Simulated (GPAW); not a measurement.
**ZnS (Wurtzite-6H): single point with PBE**

**What was measured.**

From a printed reference work, monograph, for a bulk crystal of ZnS at 4 K: band gap 3.911 eV (direct).

The system is ZnS (Wurtzite-6H).

```
CELL_PARAMETERS angstrom
3.81200 0.00000 0.00000
-1.90600 3.30129 0.00000
0.00000 0.00000 18.68999
ATOMIC_POSITIONS crystal
Zn 0.33333 0.66667 0.83333
Zn 0.66667 0.33333 0.33333
Zn 0.66667 0.33333 0.66667
Zn 0.33333 0.66667 0.16667
Zn 0.00000 0.00000 0.50000
Zn 0.00000 0.00000 0.00000
S 0.33333 0.66667 0.95833
S 0.66667 0.33333 0.45833
S 0.66667 0.33333 0.79167
S 0.33333 0.66667 0.29167
S 0.00000 0.00000 0.62500
S 0.00000 0.00000 0.12500
```

```json
{
 "Program": "GPAW 26.7.0",
 "Task": "single point",
 "Functional": "PBE",
 "Potentials or basis": "GPAW PAW data sets (gpaw-data 1.2.1)",
 "Cutoff": "600 eV",
 "Basis": "pw",
 "k mesh": "8 × 8 × 2",
 "Occupations": "gaussian, width 0.012 eV",
 "Spin": "no spin polarisation"
}
```

```json
{
 "Pressure": "2.1 GPa",
 "Largest force": "0.030 eV/Å",
 "Band gap on the k mesh": "2.16 eV, direct"
}
```

Forces in eV/Å, atoms in the order of the input:
```
Zn   0.000  0.000  0.003
Zn   0.000  0.000  0.003
Zn   0.000  0.000  0.013
Zn   0.000  0.000  0.013
Zn   0.000  0.000 -0.003
Zn   0.000  0.000 -0.003
S    0.000  0.000 -0.030
S    0.000  0.000 -0.030
S    0.000  0.000 -0.007
S    0.000  0.000 -0.007
S    0.000  0.000  0.024
S    0.000  0.000  0.024
```

Levels at points of the mesh, in eV from the valence-band top:
```tsv
k point	band 52	band 53	band 54	band 55	band 56	band 57
(0.00, 0.00, 0.00)	-0.02	0.00	0.00	2.16	3.21	3.26
(0.00, 0.00, 0.50)	-0.07	-0.07	-0.07	2.64	2.64	3.27
(0.50, 0.50, 0.00)	-1.26	-1.09	-0.88	3.43	3.56	3.60
(0.50, 0.50, 0.50)	-1.22	-0.99	-0.99	3.36	3.36	3.85
```

Run time: 6.6 min on 1 thread of Arm Neoverse V2 (shared host), peak memory 0.53 GiB.

Against the measured gap of ZnS, 3.911 eV (direct; 4 K; a printed reference work, monograph), the calculated 2.16 eV is off by -1.75 eV. The value is that of PBE on a finite k mesh, which can miss the band edges, without temperature or zero-point motion. Semilocal functionals fall short of measured gaps as a rule.

Caveat: the cell's inner coordinates are idealised or old, which leaves forces on the atoms.
